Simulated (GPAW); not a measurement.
ZnSe (Stilleite):

```
Se Zn
1.0
     4.00760    0.00000    0.00000
     2.00380    3.47068    0.00000
     2.00380    1.15689    3.27219
Se Zn
1 1
Direct
  0.75000 0.75000 0.75000
  0.00000 0.00000 0.00000
```

Program: GPAW 26.7.0. Alike in all runs: task band structure; cell as given; k mesh 7 × 7 × 7; cutoff (eV) 600; smearing fermi-dirac 0.05 eV.

**Question.** Order these runs on this cell by their pressure, lowest first.
A. level rSCAN; potentials or basis GPAW PAW data sets (gpaw-data 1.2.1), pw; spin SOC, no magnetisation; band points 80; spin axis theta (degrees) 90; spin axis phi (degrees) 0
B. level PBE; potentials or basis PAW data sets generated in the run's folder for this functional, pw; spin off; band points 100
C. level LDA; potentials or basis JTH PAW 2.0, LDA, pw; spin off; band points 60; data set Se jth, Zn jth

**Answer.** C (-3.5 GPa), A (-0.4 GPa), B (2.1 GPa).

Caveats: the program truncates these outside data sets (some runs); spin-orbit coupling was added after a scalar SCF, so levels and gaps hold it while energy, forces, pressure and moments don't (some runs); the PAW data sets were made with another functional, which shifts forces and pressure a little (some runs).

Not every run made on this cell is shown here.
